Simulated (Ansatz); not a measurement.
# HPt3: the cost of one run

Method: DFT PBE, scalar-relativistic, plane waves, PAW, in Ansatz 0.2.0.

The COD entry's cell or inner coordinates are ideal or old and differ from later refinements, so a difference from it is no clean test against experiment.

13 further runs of the same task are left out: 7 that didn't finish, 6 set aside as unsound or not needed.

### 1 Starting point

The structure is cubic, space group Fm-3m (No. 225). The conventional cell has a = 3.970 Å, b = 3.970 Å, c = 3.970 Å, α = 90.00°, β = 90.00°, γ = 90.00°. Pt (site symmetry m-3m) is surrounded by 12 Pt at 2.81 Å.

Structure file:

```
CELL_PARAMETERS angstrom
0.00000 1.98496 1.98496
1.98496 0.00000 1.98496
1.98496 1.98496 0.00000
ATOMIC_POSITIONS crystal
Pt 0.00000 0.00000 0.00000
```

This cell was relaxed beforehand with the same method: volume 15.64 Å³/atom, gap on the mesh none (metal).

### 2 Plan of the scan

Atoms count from 1 in the order of the input.

H is moved over the surface cell; relaxed at each place: the height of the adsorbate's atoms and the top layer of the substrate; the origin of the map has the adsorbate above Pt3.

First coordinate, position of H4 along the first surface vector, from above Pt3: 6 values from 0.000 to 0.833, periodic. Second coordinate, position of H4 along the second surface vector, from above Pt3: 6 values from 0.000 to 0.833, periodic.

Relaxed at each point: the height of the adsorbate's atoms and the top layer of the substrate. Points are written as (first, second).

The two vectors of the plane (Å): (2.807, 0.000, 0.000); (-1.404, 2.431, 0.000).

### 3 Grid point (0/6, 0/6) of the map's two axes

input.yaml reads:

```yaml
crystal:
  lattice:
    - [2.8071640675, 0.0, 0.0]
    - [-1.4035820338, 2.4310753951, 0.0]
    - [0.0, 0.0, 20.1192652917]
  atoms:
    - { symbol: Pt, position: [0.6666666667, 0.3333333333, 0.198814417] }
    - { symbol: Pt, position: [0.3333333333, 0.6666666667, 0.3136149989] }
    - { symbol: Pt, position: [0.0, 0.0, 0.428408551] }
    - { symbol: H, position: [0.0, 0.0, 0.5119106062] }
basis:
  ecutwfc: 420
kpoints:
  mp_grid: { grid: [12, 12, 1] }
hamiltonian:
  xc: pbe
  pseudopotentials: { kind: paw, azcp: { folder: soft_1 } }
scf:
  occupations: { method: gaussian, width: 0.1 }
output:
  forces: true
  eigenvalues: true
relax:
  adjacent_minimum: "off"
  f_tol: 0.025
  max_steps: 30
  constraints: [{ sites: [0, 1] }, { sites: [3], fix: xy }]
efield:
  axis: 3
  dipole_correction: true
  ramp_width: 0.04
```

Run with:

```console
ansatz run input.yaml --threads 1 --pin off --max-ram 3072MiB --backend cpu --events-out ev --progress --plain --runs-dir out
```

Q: Estimate wall time and peak memory on 1 thread of Arm Neoverse V1, shared host.

About 40 s, with a peak of 0.36 GiB.
